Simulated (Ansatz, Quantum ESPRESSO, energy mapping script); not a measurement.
**MnO2 monolayer: J from the energies of magnetic orders**

Aim: the exchange couplings of MnO2 monolayer from the energies of a few collinear orders, and the ordering temperature that they give.

Program: Quantum ESPRESSO 7.5. Level of theory: PBE with U = 4.32 eV on Mn d, ortho-atomic projectors, D3(BJ) dispersion; plane waves, U on orthogonalised atomic orbitals unless named otherwise, collinear spin, no spin–orbit coupling. Results are calculated unless marked as measured.

**1. Starting point**

The cell holds 3 atoms: 1 Mn and 2 O. Its edges and angles: a = 2.857 Å, b = 2.857 Å, c = 16.897 Å, α = 90.0°, β = 90.0°, γ = 120.0°. It derives from MnO2. one layer cut from the bulk crystal, unrelaxed, 15 A of vacuum. Vacuum lies along c.

The cell comes from a database of computed structures, and need not be the one that the compound takes in experiment.

The U corrects the self-interaction that lets semilocal functionals spread d and f electrons too far. Its value here is typed, not computed. These runs use Quantum ESPRESSO. Settings are also changed on purpose: D3(BJ) dispersion.

**2. Order 1: parallel, cell A of 6 atoms**

The parallel order is the zero of energy for this cell and mesh.

The potential files are GBRV's for PBE; pw.x takes the functional from them.

File pw.in:

```
&control
  calculation = 'scf'
  prefix = 'pw'
  outdir = './tmp/'
  pseudo_dir = './pseudo/'
  verbosity = 'low'
/
&system
  ibrav = 0
  nat = 6
  ntyp = 2
  ecutwfc = 45
  ecutrho = 360
  nbnd = 44
  occupations = 'smearing'
  smearing = 'fd'
  degauss = 0.00367493
  nspin = 2
  starting_magnetization(1) = 0.3000
  vdw_corr = 'dft-d3'
  dftd3_version = 4
/
&electrons
  conv_thr = 1.5e-08
  electron_maxstep = 120
  mixing_beta = 0.3
  mixing_mode = 'plain'
/
ATOMIC_SPECIES
  Mn 54.9380 Mn.upf
  O 15.9990 O.upf
CELL_PARAMETERS angstrom
  2.85687000 0.00000000 0.00000000
  -2.85687000 4.94824400 0.00000000
  0.00000000 0.00000000 16.89689100
ATOMIC_POSITIONS crystal
  Mn 0.00000000 0.00000000 0.50000000
  Mn 0.00000000 0.50000000 0.50000000
  O 0.66666667 0.16666667 0.55613100
  O 0.66666667 0.66666667 0.55613100
  O 0.33333333 0.33333333 0.44386900
  O 0.33333333 0.83333333 0.44386900
K_POINTS automatic
  10 5 1 0 0 0
HUBBARD {ortho-atomic}
U Mn-3d 4.32
```

On the command line:

```
$ OMP_NUM_THREADS=1 mpirun -n 4 pw.x -nk 4 -in pw.in > pw.out
```

The log of the run:

```text
Program PWSCF v.7.5 starts
[...]
unit-cell volume          =    1611.9256 (a.u.)^3
     number of atoms/cell      =            6
[...]
number of electrons       =        54.00
     number of Kohn-Sham states=           44
     kinetic-energy cutoff     =      45.0000  Ry
     charge density cutoff     =     360.0000  Ry
     scf convergence threshold =      1.5E-08
[...]
Exchange-correlation= SLA  PW   PBE  PBE
[...]
Hubbard projectors: ortho-atomic
     Hubbard parameters of DFT+U (Dudarev formulation) in eV:
[...]
atomic species   magnetization
[...]
4 Sym. Ops., with inversion, found
[...]
number of k points=    18  Fermi-Dirac smearing, width (Ry)=  0.0037
[...]
Number of occupied Hubbard levels =   10.0000
     Atomic wfc used for Hubbard projectors are orthogonalized
[...]
iteration #  1     ecut=    45.00 Ry     beta= 0.30
[...]
Number of occupied Hubbard levels =    7.9849
[...]
total energy              =    -550.44259295 Ry
     estimated scf accuracy    <       4.18447531 Ry
     total magnetization       =     6.00 Bohr mag/cell
     absolute magnetization    =     7.08 Bohr mag/cell
     iteration #  2     ecut=    45.00 Ry     beta= 0.30
[...]
total energy              =    -551.22690127 Ry
     estimated scf accuracy    <       0.74306516 Ry
     total magnetization       =     6.00 Bohr mag/cell
     absolute magnetization    =     7.39 Bohr mag/cell
     iteration #  3     ecut=    45.00 Ry     beta= 0.30
[...]
total energy              =    -551.35050547 Ry
     estimated scf accuracy    <       0.11124659 Ry
     total magnetization       =     6.00 Bohr mag/cell
     absolute magnetization    =     7.25 Bohr mag/cell
     iteration #  4     ecut=    45.00 Ry     beta= 0.30
[...]
total energy              =    -551.36781699 Ry
     estimated scf accuracy    <       0.47423870 Ry
     total magnetization       =     6.00 Bohr mag/cell
     absolute magnetization    =     7.29 Bohr mag/cell
     iteration #  5     ecut=    45.00 Ry     beta= 0.30
[...]
total energy              =    -551.38896169 Ry
     estimated scf accuracy    <       0.04008201 Ry
     total magnetization       =     6.00 Bohr mag/cell
     absolute magnetization    =     7.29 Bohr mag/cell
     iteration #  6     ecut=    45.00 Ry     beta= 0.30
[...]
total energy              =    -551.39027716 Ry
     estimated scf accuracy    <       0.00545718 Ry
     total magnetization       =     6.00 Bohr mag/cell
     absolute magnetization    =     7.26 Bohr mag/cell
     iteration #  7     ecut=    45.00 Ry     beta= 0.30
[...]
total energy              =    -551.39086639 Ry
     estimated scf accuracy    <       0.00028508 Ry
     total magnetization       =     6.00 Bohr mag/cell
     absolute magnetization    =     7.23 Bohr mag/cell
     iteration #  8     ecut=    45.00 Ry     beta= 0.30
[...]
total energy              =    -551.39083544 Ry
     estimated scf accuracy    <       0.00065417 Ry
     total magnetization       =     6.00 Bohr mag/cell
     absolute magnetization    =     7.22 Bohr mag/cell
     iteration #  9     ecut=    45.00 Ry     beta= 0.30
[...]
total energy              =    -551.39083091 Ry
     estimated scf accuracy    <       0.00014830 Ry
     total magnetization       =     6.00 Bohr mag/cell
     absolute magnetization    =     7.21 Bohr mag/cell
     iteration # 10     ecut=    45.00 Ry     beta= 0.30
[...]
total energy              =    -551.39085249 Ry
     estimated scf accuracy    <       0.00001205 Ry
     total magnetization       =     6.00 Bohr mag/cell
     absolute magnetization    =     7.20 Bohr mag/cell
     iteration # 11     ecut=    45.00 Ry     beta= 0.30
[...]
total energy              =    -551.39086003 Ry
     estimated scf accuracy    <       0.00002511 Ry
     total magnetization       =     6.00 Bohr mag/cell
     absolute magnetization    =     7.20 Bohr mag/cell
     iteration # 12     ecut=    45.00 Ry     beta= 0.30
[...]
total energy              =    -551.39086022 Ry
     estimated scf accuracy    <       0.00002221 Ry
     total magnetization       =     6.00 Bohr mag/cell
     absolute magnetization    =     7.19 Bohr mag/cell
     iteration # 13     ecut=    45.00 Ry     beta= 0.30
[...]
total energy              =    -551.39086399 Ry
     estimated scf accuracy    <       0.00000071 Ry
     total magnetization       =     6.00 Bohr mag/cell
     absolute magnetization    =     7.18 Bohr mag/cell
     iteration # 14     ecut=    45.00 Ry     beta= 0.30
[...]
total energy              =    -551.39086451 Ry
     estimated scf accuracy    <       0.00000051 Ry
[...]
Atomic magnetic moment for atom   1 =   3.24647
     SPIN  1
     eigenvalues:
       0.578  0.578  0.992  0.994  0.994
     eigenvectors (columns):
       0.000  0.000 -1.000 -0.000  0.000
       0.762  0.000  0.000 -0.000  0.648
       0.000 -0.762  0.000 -0.648 -0.000
      -0.000  0.648  0.000 -0.762 -0.000
      -0.648 -0.000  0.000 -0.000  0.762
     occupation matrix ns (before diag.):
       0.992 -0.000  0.000  0.000  0.000
      -0.000  0.753 -0.000  0.000  0.205
       0.000 -0.000  0.753  0.205  0.000
       0.000  0.000  0.205  0.819 -0.000
[...]
SPIN  2
     eigenvalues:
[...]
eigenvectors (columns):
[...]
occupation matrix ns (before diag.):
[...]
------------------------ ATOM    2 ------------------------
     Tr[ns(  2)] (up, down, total) =   4.13612  0.88965  5.02577
     Atomic magnetic moment for atom   2 =   3.24647
     SPIN  1
     eigenvalues:
[...]
eigenvectors (columns):
[...]
occupation matrix ns (before diag.):
[...]
SPIN  2
     eigenvalues:
[...]
eigenvectors (columns):
[...]
occupation matrix ns (before diag.):
       0.090 -0.000 -0.000 -0.000  0.000
      -0.000  0.209 -0.000  0.000 -0.106
      -0.000 -0.000  0.209 -0.106  0.000
      -0.000  0.000 -0.106  0.190 -0.000
       0.000 -0.106  0.000 -0.000  0.190
     Number of occupied Hubbard levels =   10.0515
 ------ SPIN UP ------------
          k = 0.0000 0.0000 0.0000 (  8197 PWs)   bands (ev):
   -85.5454 -85.5274 -54.3289 -54.2066 -54.1931 -54.1704 -54.1704 -54.1670
   -22.7562 -21.1954 -20.8964 -20.4877 -11.3729 -10.5601 -10.0203 -10.0203
    -9.1020  -8.7025  -7.8979  -7.8744  -7.8744  -7.4232  -6.6922  -6.0831
    -5.5467  -5.2227  -4.9570  -4.5856  -4.5548  -4.5548  -1.5354  -0.9003
    -0.7216  -0.7216   3.1979   3.7228   4.0240   5.4901   5.7610   7.1499
     8.0202   8.1173   8.9979   9.0356
          k = 0.0000 0.1155 0.0000 (  8208 PWs)   bands (ev):
   -85.5435 -85.5289 -54.3140 -54.2031 -54.1907 -54.1858 -54.1739 -54.1695
   -22.6227 -21.3560 -20.8685 -20.5278 -11.1644 -10.4271 -10.1039  -9.8716
    -9.0225  -8.8547  -8.3302  -8.0166  -7.9647  -7.9167  -6.1251  -5.6943
    -5.6154  -5.1381  -4.8418  -4.7395  -4.5291  -4.3345  -1.7011  -1.0770
    -0.9306  -0.7967   3.4961   3.9590   4.3127   5.7405   6.0843   6.9821
     7.2747   7.5707   7.9687   8.3638
          k = 0.0000 0.2309 0.0000 (  8218 PWs)   bands (ev):
[...]
6.4268   6.9806   7.4872   8.2129
          k = 0.1000 0.0577 0.0000 (  8203 PWs)   bands (ev):
[...]
7.9461   8.3600   8.3638   9.0386
          k = 0.1000 0.1732 0.0000 (  8219 PWs)   bands (ev):
[...]
6.6982   7.3173   8.2848   8.3335
          k = 0.1000 0.2887 0.0000 (  8218 PWs)   bands (ev):
[...]
7.0867   7.0867   7.7866   7.7866
          k = 0.2000 0.1155 0.0000 (  8218 PWs)   bands (ev):
[...]
7.9099   8.5770   8.7255   9.0652
          k = 0.2000 0.2309 0.0000 (  8227 PWs)   bands (ev):
[...]
7.1029   7.7866   8.1723   8.9836
          k = 0.2000 0.0000 0.0000 (  8197 PWs)   bands (ev):
[...]
8.8421   9.1801   9.6509   9.6560
          k = 0.3000 0.1732 0.0000 (  8212 PWs)   bands (ev):
[...]
8.2129   8.7255   9.6288   9.7436
[...]
k = 0.3000-0.0577 0.0000 (  8205 PWs)   bands (ev):
[...]
k =-0.5000-0.2887 0.0000 (  8264 PWs)   bands (ev):
[...]
k =-0.5000-0.1732 0.0000 (  8214 PWs)   bands (ev):
[...]
k =-0.5000-0.0577 0.0000 (  8212 PWs)   bands (ev):
[...]
------ SPIN DOWN ----------
[...]
k = 0.3000 0.1732 0.0000 (  8212 PWs)   bands (ev):
[...]
k = 0.3000 0.2887 0.0000 (  8244 PWs)   bands (ev):
[...]
k = 0.3000-0.0577 0.0000 (  8205 PWs)   bands (ev):
[...]
k = 0.4000 0.2309 0.0000 (  8219 PWs)   bands (ev):
[...]
k = 0.4000 0.4619 0.0000 (  8222 PWs)   bands (ev):
[...]
9.7093   9.7222  10.1945  10.7293
          k = 0.4000 0.0000 0.0000 (  8214 PWs)   bands (ev):
[...]
9.6469  10.6147  10.7786  10.9406
          k =-0.5000-0.2887 0.0000 (  8264 PWs)   bands (ev):
[...]
9.5275   9.5275   9.9611   9.9611
          k =-0.5000-0.1732 0.0000 (  8214 PWs)   bands (ev):
[...]
9.6646   9.6646  10.1528  10.1528
          k =-0.5000-0.0577 0.0000 (  8212 PWs)   bands (ev):
   -81.7255 -81.7255 -50.6866 -50.6866 -50.6003 -50.6003 -50.3265 -50.3265
   -21.2970 -21.2970 -20.9749 -20.9749  -8.7114  -8.7114  -8.2940  -8.2940
    -7.4205  -7.4205  -6.6075  -6.6075  -6.2285  -6.2285  -5.2265  -5.2265
    -0.3594  -0.3594  -0.1529  -0.1529   0.0791   0.0791   0.8693   0.8693
     1.0660   1.0660   7.8918   7.8918   7.9651   7.9651   8.7955   8.7955
     9.7361   9.7361  10.4846  10.4846
     the Fermi energy is    -3.1252 ev
!    total energy              =    -551.39086464 Ry
     estimated scf accuracy    <          4.6E-09 Ry
     smearing contrib. (-TS)   =      -0.00000000 Ry
     internal energy E=F+TS    =    -551.39086464 Ry
     The total energy is F=E-TS. E is the sum of the following terms:
     one-electron contribution =   -2977.47215363 Ry
     hartree contribution      =    1488.81842852 Ry
     xc contribution           =     -82.25288576 Ry
     ewald contribution        =    1019.17929948 Ry
     DFT-D3 Dispersion         =      -0.03938624 Ry
     Hubbard energy            =       0.37583299 Ry
     total magnetization       =     6.00 Bohr mag/cell
     absolute magnetization    =     7.18 Bohr mag/cell
     convergence has been achieved in  17 iterations
=------------------------------------------------------------------------------=
   JOB DONE.
=------------------------------------------------------------------------------=
```

Run time: 2.1 min. Hardware: 4 MPI ranks of Arm Neoverse V1, shared host; peak memory 1.5 GiB; 8.2 min of CPU time.

Spin moment in the sphere by atom:

| atom | spin moment in the sphere (μB) |
| --- | --- |
| Mn1 | 2.83 |
| Mn2 | 2.83 |
| O3 | -0.13 |
| O4 | -0.13 |
| O5 | -0.13 |
| O6 | -0.13 |

The run ends ferromagnetic.

**3. Run 2 (compensated +−; cell A, 6 atoms)**

This order reverses 4 of the 6 neighbours at 2.86 Å, 4 of the 6 neighbours at 4.95 Å and 0 of the 6 neighbours at 5.71 Å, counted for an average magnetic atom.

Edit pw.in of step 2 so:

```diff
@@ -10,6 +10,6 @@
   nat = 6
-  ntyp = 2
+  ntyp = 3
   ecutwfc = 45
   ecutrho = 360
-  nbnd = 44
+  nbnd = 39
   occupations = 'smearing'
@@ -19,2 +19,3 @@
   starting_magnetization(1) = 0.3000
+  starting_magnetization(2) = -0.3000
   vdw_corr = 'dft-d3'
@@ -29,3 +30,4 @@
 ATOMIC_SPECIES
-  Mn 54.9380 Mn.upf
+  Mn1 54.9380 Mn.upf
+  Mn2 54.9380 Mn.upf
   O 15.9990 O.upf
@@ -36,4 +38,4 @@
 ATOMIC_POSITIONS crystal
-  Mn 0.00000000 0.00000000 0.50000000
-  Mn 0.00000000 0.50000000 0.50000000
+  Mn1 0.00000000 0.00000000 0.50000000
+  Mn2 0.00000000 0.50000000 0.50000000
   O 0.66666667 0.16666667 0.55613100
@@ -45,2 +47,3 @@
 HUBBARD {ortho-atomic}
-U Mn-3d 4.32
+U Mn1-3d 4.32
+U Mn2-3d 4.32
```

The log of the run:

```text
[banner, memory and clock lines left out]
Program PWSCF v.7.5 starts
[...]
unit-cell volume          =    1611.9256 (a.u.)^3
     number of atoms/cell      =            6
[...]
number of electrons       =        54.00
     number of Kohn-Sham states=           39
     kinetic-energy cutoff     =      45.0000  Ry
     charge density cutoff     =     360.0000  Ry
     scf convergence threshold =      1.5E-08
[...]
Exchange-correlation= SLA  PW   PBE  PBE
[...]
Hubbard projectors: ortho-atomic
     Hubbard parameters of DFT+U (Dudarev formulation) in eV:
[...]
atomic species   magnetization
[...]
4 Sym. Ops., with inversion, found
[...]
number of k points=    18  Fermi-Dirac smearing, width (Ry)=  0.0037
[...]
Number of occupied Hubbard levels =   10.0000
     Atomic wfc used for Hubbard projectors are orthogonalized
[...]
iteration #  1     ecut=    45.00 Ry     beta= 0.30
[...]
Number of occupied Hubbard levels =    7.9618
[...]
total energy              =    -550.40292470 Ry
     estimated scf accuracy    <       4.27796449 Ry
     total magnetization       =    -0.00 Bohr mag/cell
     absolute magnetization    =     6.96 Bohr mag/cell
     iteration #  2     ecut=    45.00 Ry     beta= 0.30
[...]
total energy              =    -551.21285675 Ry
     estimated scf accuracy    <       0.78549521 Ry
     total magnetization       =     0.00 Bohr mag/cell
     absolute magnetization    =     7.32 Bohr mag/cell
     iteration #  3     ecut=    45.00 Ry     beta= 0.30
[...]
total energy              =    -551.33936648 Ry
     estimated scf accuracy    <       0.11649642 Ry
     total magnetization       =    -0.00 Bohr mag/cell
     absolute magnetization    =     7.16 Bohr mag/cell
[...]
total energy              =    -551.38222477 Ry
[...]
iteration # 16     ecut=    45.00 Ry     beta= 0.30
[...]
total energy              =    -551.38222479 Ry
     estimated scf accuracy    <       0.00000002 Ry
     total magnetization       =    -0.00 Bohr mag/cell
     absolute magnetization    =     6.99 Bohr mag/cell
     iteration # 17     ecut=    45.00 Ry     beta= 0.30
[...]
Magnetic moment per site  (integrated on atomic sphere of radius R)
     atom   1 (R=0.275)  charge= 11.7193  magn=  2.7456
     atom   2 (R=0.275)  charge= 11.7193  magn= -2.7456
[...]
Atomic magnetic moment for atom   2 =  -3.15195
     SPIN  1
     eigenvalues:
[...]
eigenvectors (columns):
[...]
occupation matrix ns (before diag.):
[...]
SPIN  2
     eigenvalues:
[...]
eigenvectors (columns):
[...]
occupation matrix ns (before diag.):
[...]
0.003  0.000  0.211  0.815 -0.000
       0.000  0.225  0.000 -0.000  0.801
     Number of occupied Hubbard levels =   10.0640
 ------ SPIN UP ------------
          k = 0.0000 0.0000 0.0000 (  8197 PWs)   bands (ev):
   -85.5244 -81.8445 -54.2401 -54.1809 -54.1648 -50.7180 -50.6802 -50.4283
   -22.7910 -21.1985 -20.9930 -20.5927 -10.8075  -9.9521  -9.3301  -8.9969
    -8.6662  -7.9040  -7.0078  -6.7899  -6.4234  -6.1670  -5.4018  -5.3213
[...]
1.0865   1.1435   3.2505   3.7447   4.0745   5.5247   5.8777
          k = 0.0000 0.1155 0.0000 (  8208 PWs)   bands (ev):
[...]
0.9172   1.0562   3.5394   3.9864   4.3580   5.7753   6.1944
          k = 0.0000 0.2309 0.0000 (  8218 PWs)   bands (ev):
[...]
0.5791   1.0084   4.3297   4.6765   5.1609   5.5356   5.7779
[...]
k = 0.3000-0.0577 0.0000 (  8205 PWs)   bands (ev):
[...]
k =-0.5000-0.2887 0.0000 (  8264 PWs)   bands (ev):
[...]
k =-0.5000-0.1732 0.0000 (  8214 PWs)   bands (ev):
[...]
k =-0.5000-0.0577 0.0000 (  8212 PWs)   bands (ev):
[...]
------ SPIN DOWN ----------
[...]
k = 0.3000-0.0577 0.0000 (  8205 PWs)   bands (ev):
[...]
k = 0.4000 0.4619 0.0000 (  8222 PWs)   bands (ev):
[...]
k = 0.4000 0.0000 0.0000 (  8214 PWs)   bands (ev):
[...]
k =-0.5000-0.2887 0.0000 (  8264 PWs)   bands (ev):
[...]
k =-0.5000-0.1732 0.0000 (  8214 PWs)   bands (ev):
[...]
0.7333   1.1061   8.0129   8.0472   8.3802   8.3871   9.1073
          k =-0.5000-0.0577 0.0000 (  8212 PWs)   bands (ev):
[...]
-8.5182  -7.8576  -7.6033  -7.3315  -6.9000  -6.6067  -6.3473  -5.8985
    -5.5109  -5.1216  -4.6945  -1.5544  -1.5057  -0.3481  -0.2477   0.0270
     0.6878   0.9229   7.8474   7.8576   7.9320   7.9414   8.7582
     the Fermi energy is    -3.2318 ev
!    total energy              =    -551.38222480 Ry
     estimated scf accuracy    <          4.8E-10 Ry
     smearing contrib. (-TS)   =      -0.00000000 Ry
     internal energy E=F+TS    =    -551.38222480 Ry
     The total energy is F=E-TS. E is the sum of the following terms:
     one-electron contribution =   -2977.40873968 Ry
     hartree contribution      =    1488.73176000 Ry
     xc contribution           =     -82.22931954 Ry
     ewald contribution        =    1019.17929948 Ry
     DFT-D3 Dispersion         =      -0.03938624 Ry
     Hubbard energy            =       0.38416119 Ry
     total magnetization       =    -0.00 Bohr mag/cell
     absolute magnetization    =     6.99 Bohr mag/cell
     convergence has been achieved in  17 iterations
```

Wall time 1.9 min (4 MPI ranks); peak memory 1.5 GiB; 7.7 min of CPU time.

Spin moment in the sphere by atom:

| atom | spin moment in the sphere (μB) |
| --- | --- |
| Mn1 | 2.75 |
| Mn2 | -2.75 |
| O3 | -0.04 |
| O4 | 0.04 |
| O5 | 0.04 |
| O6 | -0.04 |

The run ends antiferromagnetic, 58.78 meV a magnetic atom above the parallel order of its cell.

**4. Run 3 (parallel; cell B, 9 atoms)**

The parallel order again, as the reference for this cell.

File pw.in:

```
&control
  calculation = 'scf'
  prefix = 'pw'
  outdir = './tmp/'
  pseudo_dir = './pseudo/'
  verbosity = 'low'
/
&system
  ibrav = 0
  nat = 9
  ntyp = 2
  ecutwfc = 45
  ecutrho = 360
  nbnd = 64
  occupations = 'smearing'
  smearing = 'fd'
  degauss = 0.00367493
  nspin = 2
  starting_magnetization(1) = 0.3000
  vdw_corr = 'dft-d3'
  dftd3_version = 4
/
&electrons
  conv_thr = 2.2e-08
  electron_maxstep = 120
  mixing_beta = 0.3
  mixing_mode = 'plain'
/
ATOMIC_SPECIES
  Mn 54.9380 Mn.upf
  O 15.9990 O.upf
CELL_PARAMETERS angstrom
  2.85687000 0.00000000 0.00000000
  -4.28530500 7.42236599 0.00000000
  0.00000000 0.00000000 16.89689100
ATOMIC_POSITIONS crystal
  Mn 0.00000000 0.00000000 0.50000000
  Mn 0.00000000 0.33333333 0.50000000
  Mn 0.00000000 0.66666667 0.50000000
  O 0.66666667 0.11111111 0.55613100
  O 0.66666667 0.44444444 0.55613100
  O 0.66666667 0.77777778 0.55613100
  O 0.33333333 0.22222222 0.44386900
  O 0.33333333 0.55555556 0.44386900
  O 0.33333333 0.88888889 0.44386900
K_POINTS automatic
  12 4 1 0 0 0
HUBBARD {ortho-atomic}
U Mn-3d 4.32
```

The log of the run:

```text
[banner, memory and clock lines left out]
Program PWSCF v.7.5 starts
[...]
unit-cell volume          =    2417.8884 (a.u.)^3
     number of atoms/cell      =            9
[...]
number of electrons       =        81.00
     number of Kohn-Sham states=           64
     kinetic-energy cutoff     =      45.0000  Ry
     charge density cutoff     =     360.0000  Ry
[...]
one-electron contribution =   -4466.20888669 Ry
     hartree contribution      =    2233.22846230 Ry
     xc contribution           =    -123.37947851 Ry
     ewald contribution        =    1528.76895185 Ry
     DFT-D3 Dispersion         =      -0.05907937 Ry
     Hubbard energy            =       0.56373941 Ry
     total magnetization       =     9.00 Bohr mag/cell
     absolute magnetization    =    10.77 Bohr mag/cell
     convergence has been achieved in  16 iterations
[key lines of the parts left out:]
!    total energy              =    -827.08629101 Ry
the Fermi energy is    -3.1055 ev
```

The job ended after 4.7 min (4 MPI ranks; peak memory 2.3 GiB).

The run ends ferromagnetic. For each magnetic atom its energy differs from the parallel run of the first cell by 0.03 meV, an error that one common reference would have brought in.

[end of part 1 of 2]

[Logs and program files are shortened in this print: banners, set-up blocks, solver, clock and traceback lines can be left out without a mark of their own.]

[Logs are printed without paths, hosts, clocks, repeated set-up lines and the standing remarks that a program may print on its own settings, such as how far it seeks lower states.]

[Hosts, paths, dates, database ids (printed as entryN), source tags and the programs' standing remarks are cut or masked in the printed files.]

[Where a cell is said to come from a database of computed structures, the database is the Materials Project.]
